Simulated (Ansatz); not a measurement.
Zincblende BeSe (r2SCAN geometry), in Ansatz:

```cif
data_structure
_symmetry_space_group_name_H-M 'F-43m'
_symmetry_Int_Tables_number 216
_cell_length_a 5.1621
_cell_length_b 5.1621
_cell_length_c 5.1621
_cell_angle_alpha 90.000
_cell_angle_beta 90.000
_cell_angle_gamma 90.000
_cell_volume 137.55
loop_
_atom_site_label
_atom_site_type_symbol
_atom_site_symmetry_multiplicity
_atom_site_Wyckoff_symbol
_atom_site_fract_x
_atom_site_fract_y
_atom_site_fract_z
_atom_site_occupancy
Be1 Be 4 a 0.00000 0.00000 0.00000 1
Se1 Se 4 d 0.25000 0.25000 0.75000 1
```

G0W0@PBE with 129 empty bands, a screening cutoff of 140 eV and a 4×4×4 mesh (PAW, contour deformation) gives 3.760 eV over the mesh points, from a PBE gap of 2.643 eV; it sums over 138 bands with 137 plane waves in the screening and a wave cutoff of 420 eV. G0W0 values are finite-basis, finite-mesh values. No spin polarisation and no zero-point or thermal motion.

Task: Estimate the gap with empty bands 55, screening cutoff 80 eV.

Result: 3.554 eV (-0.206 eV), from a Kohn-Sham gap of 2.643 eV.

Task: Another run gave a Kohn-Sham gap of 2.645 eV and a G0W0 gap of 3.731 eV, summing over 139 bands with 137 plane waves in the screening and a wave cutoff of 1800 eV. What was changed?

Result: Potentials of the kind norm-conserving. The wave cutoff gives it away.

Task: Estimate the gap with empty bands 237, screening cutoff 210 eV.

Result: 3.847 eV (+0.087 eV), from a Kohn-Sham gap of 2.643 eV.

The runs are scalar-relativistic, without spin-orbit coupling.
